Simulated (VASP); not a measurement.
# TePb: equation of state with PBE

Crystal: TePb.

```
CELL_PARAMETERS angstrom
4.00229 0.00000 0.00000
0.00000 4.00229 0.00000
0.00000 0.00000 4.00229
ATOMIC_POSITIONS crystal
Pb 0.00000 0.00000 0.00000
Te 0.50000 0.50000 0.50000
```

Measurements of this composition are mostly on another form, of space group No. 225.

| Quantity | Value |
| --- | --- |
| Program | VASP 6.6.1 |
| Task | equation of state |
| Functional | PBE |
| Potentials or basis | VASP PAW PBE potentials, release 64 (Pb_d, Te) |
| Cutoff | 520 eV |
| k mesh | 7 × 7 × 7 |
| Occupations | fermi-dirac, width 0.05 eV |
| Spin | no spin polarisation |
| Further INCAR settings | ALGO = Normal; EDIFF = 1e-07; NBANDS = 17 |

```
Equilibrium volume                      : 32.05 Å³/atom
Bulk modulus                            : 40 GPa
Pressure derivative of the bulk modulus : 3.8
```

Energy against volume, from the lowest point:
| volume (Å³/atom) | energy (meV/atom) |
| --- | --- |
| 30.132 | 15.95 |
| 30.773 | 6.84 |
| 31.414 | 1.63 |
| 32.055 | 0.00 |
| 32.696 | 1.60 |
| 33.337 | 6.14 |
| 33.978 | 13.33 |

All runs of the series together: 88 s on 1 thread of Intel(R) Xeon(R) 6975P-C (Granite Rapids), with other jobs on the host.

Spin-orbit coupling is left out, which matters for the levels of Pb, Te.
